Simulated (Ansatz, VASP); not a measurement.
**BN in VASP and in Ansatz**

INCAR

```
PREC     = Accurate       # precision mode
ENCUT    = 520            # plane-wave cutoff, eV
EDIFF    = 1E-6           # SCF threshold, eV
ISMEAR   = 0              # smearing method
SIGMA    = 0.05           # smearing width, eV
LREAL    = F              # projectors in reciprocal space
LASPH    = T              # aspherical terms in the spheres
NELM     = 80             # most SCF steps
ALGO     = Normal         # electronic algorithm
ISIF     = 2              # what is computed and relaxed
LWAVE    = F              # write WAVECAR
LCHARG   = F              # write CHGCAR
GGA      = PE             # functional
NBANDS   = 16             # bands
```

The input KPOINTS:

```
Automatic mesh
0
Gamma
  12 12 4
```

Contents of POSCAR:

```
BN
1.0
    2.6433818912      0.0000000000      0.0000000000
   -1.3216909456      2.2892358697      0.0000000000
    0.0000000000      0.0000000000      5.9772087543
B N
2 2
Direct
    0.3333333333      0.6666666667      0.2500000000
    0.6666666667      0.3333333333      0.7500000000
    0.3333333333      0.6666666667      0.7500000000
    0.6666666667      0.3333333333      0.2500000000
```

Input for Ansatz:

```yaml
crystal:
  lattice:
    - [2.6433818912, 0.0, 0.0]
    - [-1.3216909456, 2.2892358697, 0.0]
    - [0.0, 0.0, 5.9772087543]
  atoms:
    - { symbol: B, position: [0.3333333333, 0.6666666667, 0.25] }
    - { symbol: B, position: [0.6666666667, 0.3333333333, 0.75] }
    - { symbol: "N", position: [0.3333333333, 0.6666666667, 0.75] }
    - { symbol: "N", position: [0.6666666667, 0.3333333333, 0.25] }
basis:
  ecutwfc: 420
kpoints:
  mp_grid: { grid: [12, 12, 4] }
hamiltonian:
  xc: pbe
scf:
  occupations: { method: gaussian, width: 0.05 }
output:
  forces: true
  stress: true
  eigenvalues: true
```

Alike in both runs: task single point; functional PBE; k mesh 12 × 12 × 4; occupations gaussian, width 0.05 eV; no spin polarisation.

```csv
,VASP,Ansatz
version,VASP 6.6.1,Ansatz 0.2.0
potentials or method,"VASP PAW PBE potentials, release 64 (B, N)","scalar-relativistic, plane waves, PAW"
plane-wave cutoff (eV),520,420
valence electrons in the cell,16,16
```

|  | VASP | Ansatz | Ansatz less VASP |
| --- | --- | --- | --- |
| gap on the k mesh at the Fermi level (eV) | 3.86 | 3.86 | +0.005 |
| least direct gap on the mesh (eV) | 4.02 | 4.02 | +0.005 |

With one functional, cell and mesh, what is left measures potentials, basis and numerics.

 A hybrid or GW would open this gap; PBE tends to underestimate it. A k mesh can miss the band edges.
